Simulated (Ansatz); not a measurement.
Calculated field gradients at the nuclei for SiO₂ under strain

The cell is a computed structure from the Materials Project (it need not be an observed phase), relaxed with PBE at fixed cell and then changed (z stretched by 2 %, ions relaxed).

```
Si O
1.0
     6.79850    3.92512    5.04423
    -6.79850    3.92512    5.04423
     0.00000   -7.85023    5.04423
Si O
12 24
Direct
  0.33299 0.10221 0.87109
  0.10221 0.87109 0.33299
  0.87109 0.33299 0.10221
  0.12891 0.89779 0.66701
  0.89779 0.66701 0.12891
  0.66701 0.12891 0.89779
  0.66701 0.89779 0.12891
  0.89779 0.12891 0.66701
  0.12891 0.66701 0.89779
  0.87109 0.10221 0.33299
  0.10221 0.33299 0.87109
  0.33299 0.87109 0.10221
  0.26918 0.00000 0.73082
  0.00000 0.73082 0.26918
  0.73082 0.26918 0.00000
  0.73082 0.00000 0.26918
  0.00000 0.26918 0.73082
  0.26918 0.73082 0.00000
  0.68306 0.98294 0.98294
  0.98294 0.98294 0.68306
  0.98294 0.68306 0.98294
  0.01706 0.01706 0.31694
  0.01706 0.31694 0.01706
  0.31694 0.01706 0.01706
  0.24740 0.88596 0.24740
  0.24740 0.24740 0.88596
  0.88596 0.24740 0.24740
  0.11404 0.75260 0.75260
  0.75260 0.11404 0.75260
  0.75260 0.75260 0.11404
  0.50000 0.85070 0.14930
  0.14930 0.50000 0.85070
  0.85070 0.14930 0.50000
  0.50000 0.14930 0.85070
  0.85070 0.50000 0.14930
  0.14930 0.85070 0.50000
```

Atoms are numbered from 1 in the order listed; like atoms form one site, named after its first atom.

Level of theory: DFT, PBE, plane waves and PAW, scalar-relativistic, 420 eV cutoff, Γ-centred 3×3×3 k-points, Fermi–Dirac smearing 0.02 eV (Ansatz 0.2.0).

C_Q = eQV_zz/h, which is 24.18 MHz for Q = 1 b and V_zz = 10²¹ V/m²; η = (V_xx − V_yy)/V_zz. Directions are in the Cartesian axes of the cell vectors above, for the atom listed; none is given where the gradient is under 0.02 or η is above 0.95.

| site | first atom | first shell | V_zz (10²¹ V/m²) | η | direction of V_zz (x, y, z) |
| --- | --- | --- | --- | --- | --- |
| Si | 1 | 4 O at 1.62–1.63 Å | 0.87 | 0.92 | 0.19 0.90 -0.40 |
| O13 | 13 | 2 Si at 1.63 Å, angle 143° | 9.46 | 0.21 | 0.00 0.00 1.00 |
| O19 | 19 | 2 Si at 1.63 Å, angle 149° | 9.66 | 0.10 | -0.50 0.87 0.00 |
| O25 | 25 | 2 Si at 1.62 Å, angle 152° | 9.97 | 0.14 | 0.50 0.87 0.00 |
| O31 | 31 | 2 Si at 1.62 Å, angle 147° | 9.84 | 0.16 | 0.67 0.38 0.64 |

At O13, O19, O25 and O31 V_zz runs parallel to the line that joins its two neighbours (within 1°) in each case.

The relaxation (5 steps) took 50 s of wall time (3.3 min of CPU time) and 2.7 GiB at its peak, on 4 threads of Arm Neoverse V2 (aarch64; 8 cores open to the job, memory cap 8.0 GiB, no GPU), a shared host with a load of 0.3 a core.
